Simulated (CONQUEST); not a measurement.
Ba under changes of volume

One of the cells (62.989 Å³/atom); the others are scaled copies at fixed shape and fractional positions:

```
Ba
1.0
     5.01300    0.00000    0.00000
     0.00000    5.01300    0.00000
     0.00000    0.00000    5.01300
Ba
2
Direct
  0.00000 0.00000 0.00000
  0.50000 0.50000 0.50000
```

* Program: CONQUEST 1.3
* Functional: PBE
* Potentials or basis: PseudoDojo NC PBE, DZP, grid of 48 × 48 × 48 points
* k mesh: 6 × 6 × 6
* Occupations: fermi-dirac, width 0.05 eV
* Spin: no spin polarisation

```csv
volume (Å³/atom),energy over the lowest point (meV/atom),pressure (GPa)
59.209,?,?
60.469,9.80,0.7
61.729,5.00,0.6
62.989,1.56,0.3
64.249,0.16,0.1
65.508,0.00,0.0
66.768,1.01,-0.3
```

**Question.** What does the run at 59.209 Å³/atom give?

**Answer.** Energy over the lowest point 16.24 meV/atom; pressure 1.0 GPa.

Worked out: A Birch-Murnaghan fit of order 3 (a polynomial in V^(-2/3)) to the other rows has its minimum at 65.04 Å³/atom with B0 = V·E''(V) = 8.6 GPa and B' = 5.2. It gives 16.81 meV/atom at 59.209 Å³/atom, against the run's 16.24, and -dE/dV = 1.0 GPa, against 1.0.

Energies are extrapolated to zero smearing.

Caveats: the basis of atomic orbitals isn't converged, which shifts pressures, moduli and gaps.
